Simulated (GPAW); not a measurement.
# BN (R3m) in GPAW: further runs

One crystal, BN, is run at these levels: revPBE, BLYP; tasks: band structure.

All numbers are computed with GPAW 26.7.0; they aren't measurements. Logs are shortened: lines on timing, memory, paths and dates and some standing lists are left out, and cuts for length are marked. The log counts tension as positive stress, the text compression.

## 1. The structure

It takes space group R3m (No. 160, trigonal). The conventional cell has a = 2.502 Å, b = 2.502 Å, c = 10.119 Å, α = 90.00°, β = 90.00°, γ = 120.00°. N (site symmetry 3m) has 3 B at 1.44 Å as nearest neighbours. B (site symmetry 3m) is surrounded by 3 N at 1.44 Å.

The cell is a database's computed one.

## 2. Band structure, revPBE

run.py reads:

```python
from ase.dft.bandgap import bandgap
from ase.io import read, write
from ase.units import GPa
from gpaw import GPAW, PW

atoms = read('BN.xyz')

calc = GPAW(mode=PW(800),
            xc='revPBE',
            kpts={'size': (12, 12, 12), 'gamma': True},
            occupations={'name': 'fermi-dirac', 'width': 0.05},
            nbands=11,
            convergence={'density': 1e-05, 'energy': 1e-05},
            maxiter=150,
            txt='gpaw.txt')
atoms.calc = calc
energy = atoms.get_potential_energy()
forces = atoms.get_forces()
stress = atoms.get_stress()
calc.write('gs.gpw')
write('result.traj', atoms)
print(f'Energy: {energy:.6f} eV')
print('Forces (eV/A):')
print(forces.round(4))
print('Stress (GPa):', (stress / GPa).round(3))
print('Fermi level:', round(calc.get_fermi_level(), 4), 'eV')
print(f'Gap: {bandgap(calc)[0]:.4f} eV, direct: {bandgap(calc, direct=True)[0]:.4f} eV')

path = atoms.cell.bandpath('GLB1,BZGX,QFP1Z,LP', npoints=80, eps=1e-4)
bs_calc = calc.fixed_density(kpts=path, symmetry='off', nbands=18,
                             convergence={'bands': 'CBM+6.0', 'eigenstates': 1e-6}, txt='bands.txt')
bs = bs_calc.band_structure()
bs.write('bs.json')
print(f'Gap on the path: {bandgap(bs_calc)[0]:.4f} eV')
```

BN.xyz reads:

```xyz
2
Lattice="1.2511217832 0.7223354983 3.3729344033 -1.2511217832 0.7223354983 3.3729344033 0.0000000000 -1.4446709966 3.3729344033" Properties=species:S:1:pos:R:3 pbc="T T T"
N      0.0000000000      0.0000000000      6.7516520399
B      0.0000000000      0.0000000000      0.0033270625
```

Potentials or basis: the program's PAW data sets (release 1.2.1) made for this functional, pw.

The run is started by

```
$ OMP_NUM_THREADS=1 python run.py
```

gpaw.txt:

```text
__  _  _
 | _ |_)|_||  |
 |__||  | ||/\| - 26.7.0

Input parameters:
  mode=PW(ecut=800.0),
  convergence={'density': 1e-05, 'energy': 1e-05},
  kpts=MonkhorstPack(size=(12, 12, 12), gamma=True),
  maxiter=150,
  nbands=11,
  occupations=Occupations(name='fermi-dirac', width=0.05),
  xc=XC(name='revPBE')

Diagonalizing LCAO Hamiltonian
Converting LCAO to pw mode

       N

       B

Atoms  # Å, Bohr magnetons
|   | symbol |        x |        y |        z |    initial magnetic moments |
|---|--------|----------|----------|----------|-----------------------------|
| 0 |      N | 0.000000 | 0.000000 | 6.751652 | ( 0.0000,  0.0000,  0.0000) |
| 1 |      B | 0.000000 | 0.000000 | 0.003327 | ( 0.0000,  0.0000,  0.0000) |

Unit cell  # Å
| periodic |         x |         y |        z |  lengths |    angles |
|----------|-----------|-----------|----------|----------|-----------|
|      yes |  1.251122 |  0.722335 | 3.372934 | 3.669300 | 39.871987 |
|      yes | -1.251122 |  0.722335 | 3.372934 | 3.669300 | 39.871987 |
|      yes |  0.000000 | -1.444671 | 3.372934 | 3.669300 | 39.871987 |

Number of symmetries: 6
Symmetry operations  # r_c * U_cc + t_c -> r_c
|   | kind |            matrix            |
|---|------|------------------------------|
| 0 |  E   |  1, 0, 0,  0, 1, 0,  0, 0, 1 |
| 1 |  σ   |  1, 0, 0,  0, 0, 1,  0, 1, 0 |
| 2 |  σ   |  0, 1, 0,  1, 0, 0,  0, 0, 1 |
| 3 |  C3  |  0, 1, 0,  0, 0, 1,  1, 0, 0 |
| 4 |  C3  |  0, 0, 1,  1, 0, 0,  0, 1, 0 |
| 5 |  σ   |  0, 0, 1,  0, 1, 0,  1, 0, 0 |

BZ-sampling:
  Number of BZ points: 1728
  Number of IBZ points: 189

  Monkhorst-Pack size: [12, 12, 12]
  Monkhorst-Pack shift: [0.041666666666666664, 0.041666666666666664, 0.041666666666666664]

K-points  # in reciprocal-cell coordinates
|     |                                coordinates |     weight |
|-----|--------------------------------------------|------------|
|   0 | ( -0.00000000,  -0.00000000,  -0.00000000) | 0.00057870 |
|   1 | (  0.08333333,  -0.00000000,  -0.08333333) | 0.00347222 |
|   2 | (  0.08333333,  -0.00000000,  -0.00000000) | 0.00347222 |
|   3 | (  0.08333333,   0.08333333,  -0.08333333) | 0.00347222 |
|   4 | (  0.08333333,   0.08333333,  -0.00000000) | 0.00347222 |
|   5 | (  0.08333333,   0.08333333,   0.08333333) | 0.00115741 |
|   6 | (  0.16666667,  -0.08333333,  -0.08333333) | 0.00347222 |
|   7 | (  0.16666667,  -0.00000000,  -0.16666667) | 0.00347222 |
|   8 | (  0.16666667,  -0.00000000,  -0.08333333) | 0.00694444 |
|   9 | (  0.16666667,  -0.00000000,  -0.00000000) | 0.00347222 |
| ... |                                            |            |
| 188 | (  0.50000000,   0.50000000,   0.50000000) | 0.00057870 |

Plane wave coefficients: 954
Cutoff: 800.0 eV

Spin-components: 1 (collinear spins)
Bands:           11
Projectors:      10
Spin-degeneracy: 2
Datatype:        complex128

Parallelization:
  kpt:    1
  domain: 1
  band:   1

Density:
  Valence electrons: 8.0
  Components: 1
  Grid points: [24 24 24]
  Charge: 0.0  # |e|

Potential:
  Grid points: [24 24 24]

species:
  N:
    name:    Nitrogen
    Z:       7.0
    valence: 5
    core:    2
    charge:  0.0  # [|e|]
    compensation charges:
      type: gauss
      rc: 0.18  # [Å]
      lmax: 2
    cutoffs:
      filter: 1.11  # [Å]
      core: 0.96  # [Å]
    projectors
    | kind |    occ | energy [eV] | rcut [Å] |
    |------|--------|-------------|----------|
    |   2s |  2.000 |     -18.619 |    0.603 |
    |   2p |  3.000 |      -7.035 |    0.529 |
    |    s |        |       8.592 |    0.603 |
    |    p |        |      20.177 |    0.529 |
    |    d |        |       0.000 |    0.577 |

    Using partial waves for N as LCAO basis

  B:
    name:    Boron
    Z:       5.0
    valence: 3
    core:    2
    charge:  0.0  # [|e|]
    compensation charges:
      type: gauss
      rc: 0.20  # [Å]
      lmax: 2
    cutoffs:
      filter: 1.14  # [Å]
      core: 1.38  # [Å]
    projectors
    | kind |    occ | energy [eV] | rcut [Å] |
    |------|--------|-------------|----------|
    |   2s |  2.000 |      -9.465 |    0.635 |
    |   2p |  1.000 |      -3.568 |    0.635 |
    |    s |        |      17.746 |    0.635 |
    |    p |        |      23.644 |    0.635 |
    |    d |        |       0.000 |    0.635 |

    Using partial waves for B as LCAO basis

Reference energy: -2153.808069  # eV

eigensolver:
  PPCG
  Converge bands: occupied
  niter=2

density mixing:
  MSR1-Mixer
  Pratt-step length: 0.05
  Maximum mixing coefficient: 0.75
  Old densities: 10
  SVD Regularization: 0.005
  Good broyden scale: 1.0
  Trust region scale: 1.0
  Backstep threshold: 4.0
  History deletion threshold: 6.0
  Fourier metric: weight=20.0, sigma=0.015

occupation numbers:
  Fermi-Dirac:
    width: 0.0500  # eV

poisson solver:
  ecut: 6400.0  # eV

xc functional:
  name: revPBE with 2 nearest neighbor stencil

convergence criteria:
[... 6 lines left out ...]
|iter     | |      energy | eigst |  dens |
|---------|-|-------------|-------|-------|
|iter:   1| |  -18.420815 | +0.47 |       |
|iter:   2| |  -18.108892 | -1.38 | -0.65 |
|iter:   3| |  -16.930456 | -1.02 | -0.69 |
|iter:   4| |  -16.914039 | -2.46 | -1.33 |
|iter:   5| |  -16.914795 | -3.14 | -1.70 |
|iter:   6| |  -16.915136 | -4.44 | -2.31 |
|iter:   7| |  -16.915141 | -6.12 | -3.40 |
|iter:   8| |  -16.915141c| -7.34 | -3.92 |
|iter:   9| |  -16.915141c| -7.95c| -5.00 |
|iter:  10| |  -16.915141c| -8.55c| -5.55c|

Converged in 10 steps
Energy contributions relative to reference atoms: (reference = -2153.808069)

Energy contributions:
  Kinetic:          18.426457
  Coulomb:         -18.524199
  Zero:              0.099532
  External:          0.000000
  Xc:              -16.916932
  Entropy:          -0.000000
  Spinorbit:         0.000000
  ----------------------------
  Free energy:     -16.915141
  Extrapolated:    -16.915141

dipole moment: (0.000000, -0.000000, -13.667305)  # |e|*Ang

Fermi level: 4.963
Eigenvalues  # (at kpt = [-0.000, -0.000, -0.000])
| band index |      eig [eV] | occ [0-2] |
|------------|---------------|-----------|
|          0 |       -13.863 |     2.000 |
|          1 |        -0.217 |     2.000 |
|          2 |         2.685 |     2.000 |
|          3 |         2.685 |     2.000 |
|          4 |         9.349 |     0.000 |
|          5 |        15.698 |     0.000 |
|          6 |        15.698 |     0.000 |
|          7 |        17.186 |     0.000 |
|          8 |        18.729 |     0.000 |
|          9 |        29.984 |     0.000 |
|         10 |        32.127 |     0.000 |

Gap: 4.371 eV
Transition (v -> c):
  (s=0, k=50, n=3, [0.33, -0.00, -0.33]) -> (s=0, k=182, n=4, [0.50, 0.50, -0.00])
Direct/indirect transitions are different
Direct gap: 4.759 eV
Transition at: (s=0, k=50, n=3, [0.33, -0.00, -0.33])

Forces  # eV/Ang
|       x |        y |        z |
|---------|----------|----------|
| 0.00000 |  0.00000 | -0.00364 |  # N    0
| 0.00000 | -0.00000 |  0.00339 |  # B    1

Stress tensor  # eV/Ang^3
|         x |         y |         z |
|-----------|-----------|-----------|
| -0.044798 | -0.000000 | -0.000000 |
| -0.000000 | -0.044798 | -0.000000 |
| -0.000000 | -0.000000 | -0.018902 |

# Writing to gs.gpw (mode='')
```

Wall time 78 s (1 thread of Arm Neoverse V1, shared host); peak memory 0.26 GiB.

Results:

```yaml
Free_energy: -16.9151 eV
Pressure: 5.8 GPa
Largest_force: 0.004 eV/Å
Band_gap_on_the_k_mesh: 4.37 eV, indirect (least direct gap 4.76 eV)
Band_gap_along_the_path: 4.33 eV, indirect (least direct gap 4.76 eV)
```

Forces on the atoms (eV/Å):
```
N    0.000  0.000 -0.004
B    0.000  0.000  0.003
```

Levels at the corners of the path, in eV from the valence-band top:
| point | band 2 | band 3 | band 4 | band 5 | band 6 |
| --- | --- | --- | --- | --- | --- |
| Γ | -4.22 | -1.32 | -1.32 | 5.34 | 11.69 |
| L | -8.98 | -4.11 | -0.64 | 5.31 | 9.91 |
| B1 | -7.98 | -6.94 | -0.40 | 4.84 | 12.56 |
| B | -7.98 | -6.94 | -0.40 | 4.84 | 12.56 |
| Z | -6.13 | -1.34 | -1.34 | 10.25 | 11.62 |
| Γ | -4.22 | -1.32 | -1.32 | 5.34 | 11.69 |
| X | -7.95 | -7.12 | -0.15 | 4.67 | 12.49 |
| Q | -7.95 | -7.12 | -0.15 | 4.67 | 12.49 |
| F | -8.86 | -4.16 | -1.20 | 4.33 | 9.90 |
| P1 | -8.72 | -4.10 | -1.51 | 5.03 | 9.96 |
| Z | -6.13 | -1.34 | -1.34 | 10.25 | 11.62 |
| L | -8.98 | -4.11 | -0.64 | 5.31 | 9.91 |
| P | -8.72 | -4.10 | -1.51 | 5.03 | 9.96 |

Caveat: the program warned that so skewed a cell can give wrong results.

(Part 1 of 2 ends here.)
